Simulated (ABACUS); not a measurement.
Crystal: Sc.

```
Sc
1.0
     3.30900    0.00000    0.00000
    -1.65450    2.86568    0.00000
     0.00000    0.00000    5.27330
Sc
2
Direct
  0.66667 0.33333 0.75000
  0.33333 0.66667 0.25000
```

A run of ABACUS 3.10.1 on this cell left the log below. Logs are shortened: lines on timing, memory, paths and dates and some standing lists are left out, and cuts for length are marked.

```text
ABACUS v3.10.1

               Atomic-orbital Based Ab-initio Computation at UStc

 ------------------------------------------------------------------------------------

 READING GENERAL INFORMATION
                           global_out_dir = OUT.Sc/
                           global_in_card = INPUT
                               pseudo_dir = ./
                              orbital_dir = ./
                                    DSIZE = 4
                                    GSIZE = 1

 READING UNITCELL INFORMATION
                                    ntype = 1
                  lattice constant (Bohr) = 1.88973
              lattice constant (Angstrom) = 1

 READING ATOM TYPE 1
                               atom label = Sc
                      L=0, number of zeta = 3
                      L=1, number of zeta = 2
                      L=2, number of zeta = 2
                      L=3, number of zeta = 1
             number of atom for this type = 2

                        TOTAL ATOM NUMBER = 2
DIRECT COORDINATES
    atom                   x                   y                   z     mag                  vx                  vy                  vz
taud_Sc1            0.6666666667        0.3333333333        0.7500000000  0.0000        0.0000000000        0.0000000000        0.0000000000
taud_Sc2            0.3333333333        0.6666666667        0.2500000000  0.0000        0.0000000000        0.0000000000        0.0000000000

                          Volume (Bohr^3) = 337.445
                             Volume (A^3) = 50.0042

 Lattice vectors: (Cartesian coordinate: in unit of a_0)
               +3.309                  +0                  +0
              -1.6545            +2.86568                  +0
                   +0                  +0             +5.2733
 Reciprocal vectors: (Cartesian coordinate: in unit of 2 pi/a_0)
            +0.302206           +0.174479                  -0
                   -0           +0.348958                  -0
                   +0                  -0           +0.189635
 The esolver type has been set to : ksdft_lcao

                PAO radial cut off (Bohr) = 10

 Read in pseudopotential file is Sc_ONCV_PBE-1.2.upf
                     pseudopotential type = NC
          exchange-correlation functional = PBE
                 nonlocal core correction = 0
                        valence electrons = 11
[... 122 lines left out ...]
 NONSELF-CONSISTENT
 -------------------------------------------

 SETUP SEARCHING RADIUS FOR PROGRAM TO SEARCH ADJACENT ATOMS
                  longest orb rcut (Bohr) = 8
   longest nonlocal projector rcut (Bohr) = 3
                     search radius (Bohr) = 22
              searching radius is (Bohr)) = 22
         searching radius unit is (Bohr)) = 1.89
                         PeriodicBoundary = 1
                        Radius(unit:lat0) = 11.6
                                   glayer = [ 6, 6, 4 ]
                             glayer_minus = [ 5, 5, 3 ]

Find the coordinate range of the input atom(unit:lat0).
                                  min_tau = [ -24.8, -13.4, -14.5 ]
                                  max_tau = [ 26.5, 16.2, 19.8 ]
                                BoxNumber = [ 11, 11, 7 ]

 SETUP EXTENDED REAL SPACE GRID FOR GRID INTEGRATION
                          real space grid = [ 40, 40, 64 ]
                 big cell numbers in grid = [ 8, 8, 16 ]
             meshcell numbers in big cell = [ 5, 5, 4 ]
                        extended fft grid = [ 12, 12, 13 ]
                dimension of extened grid = [ 33, 33, 43 ]
                            UnitCellTotal = 75
              Atom number in sub-FFT-grid = 2
    Local orbitals number in sub-FFT-grid = 52
                                ParaV.nnr = 76726
                                 init_chg = file
 try to read charge from file
 Read in the charge density: OUT.Sc//Sc-CHARGE-DENSITY.restart

 LCAO ALGORITHM --------------- ION=   1  ELEC=   1--------------------------------
[... levels at 93 k points of this process ...]

 Density error is 0.00000000000
----------------------------------------------------------
     Energy           Rydberg                 eV
----------------------------------------------------------
 E_KohnSham     -183.7822960103      -2500.4864172626
 E_KS(sigma->0) -183.7813078131      -2500.4729721497
 E_Harris       -183.7822960103      -2500.4864172626
 E_band         -24.8588486116       -338.2219868378
 E_one_elec     -73.1388377513       -995.1049385159
 E_Hartree      39.5701426521        538.3794107420
 E_xc           -23.7360614424       -322.9456836947
 E_Ewald        -126.4755630742      -1720.7883155681
 E_entropy(-TS) -0.0019763944        -0.0268902258
 E_descf        0.0000000000         0.0000000000
 E_exx          0.0000000000         0.0000000000
 E_Fermi        0.6854031753         9.3253886114
----------------------------------------------------------

 charge density convergence is achieved
 final etot is -2500.4864173 eV
 EFERMI = 9.3253886114 eV

 STATE ENERGY(eV) AND OCCUPATIONS    NSPIN == 1
 1/93 kpoint (Cartesian) = 0.0000 0.0000 0.0000 (1419 pws)
       1       -40.2208      0.0215054
       2       -40.1601      0.0215054
       3       -19.0063      0.0215054
       4       -18.6868      0.0215054
       5       -18.6868      0.0215054
       6       -18.6305      0.0215054
[... 128 lines left out ...]
      20        14.6705    8.03805e-49
      21        15.9158    1.22830e-59

[... levels at 87 further k points ...]

 --------------------------------------------
 !FINAL_ETOT_IS -2500.486417262600 eV
 --------------------------------------------

 Output bands in file: OUT.Sc/BANDS_1.dat
```

**Question.** What input gives this log?

**Answer.** Band structure with PBE, no spin polarisation. The files as run (others can give the same):

INPUT
```
INPUT_PARAMETERS
suffix              Sc
calculation         nscf
basis_type          lcao
pseudo_dir          ./
orbital_dir         ./
symmetry            -1
dft_functional      pbe
ecutwfc             100.0
pseudo_rcut         10
nspin               1
nbands              21
ks_solver           genelpa
smearing_method     fd
smearing_sigma      0.00367493
scf_thr             1e-07
scf_nmax            100
mixing_type         broyden
mixing_beta         0.7
init_chg            file
out_band            1
```

STRU
```
ATOMIC_SPECIES
Sc 44.9559 Sc_ONCV_PBE-1.2.upf

NUMERICAL_ORBITAL
Sc_confined-atom_8au_3s2p2d1f.orb

LATTICE_CONSTANT
1.8897261246

LATTICE_VECTORS
3.3090000000 0.0000000000 0.0000000000
-1.6545000000 2.8656780611 0.0000000000
0.0000000000 0.0000000000 5.2733000000

ATOMIC_POSITIONS
Direct

Sc
0.0
2
0.6666666667 0.3333333333 0.7500000000 1 1 1
0.3333333333 0.6666666667 0.2500000000 1 1 1
```

KPT
```
K_POINTS
12
Line
0.00000000 0.00000000 0.00000000 10 // G
0.50000000 0.00000000 0.00000000 10 // M
0.33333333 0.33333333 0.00000000 10 // K
0.00000000 0.00000000 0.00000000 10 // G
0.00000000 0.00000000 0.50000000 10 // A
0.50000000 0.00000000 0.50000000 10 // L
0.33333333 0.33333333 0.50000000 10 // H
0.00000000 0.00000000 0.50000000 1 // A
0.50000000 0.00000000 0.50000000 10 // L
0.50000000 0.00000000 0.00000000 1 // M
0.33333333 0.33333333 0.00000000 10 // K
0.33333333 0.33333333 0.50000000 1 // H
```

Potentials or basis: SG15 ONCV 1.2 PBE, DZP LCAO (the cutoffs set its grid).
Launch:
```bash
$ OMP_NUM_THREADS=1 mpirun -np 4 abacus > log
```

Caveat: the atomic orbitals were generated for these runs and aren't a published set; the density is read from an earlier self-consistent run, whose mesh may be coarse; the basis of atomic orbitals isn't converged, which shifts pressures, moduli and gaps.
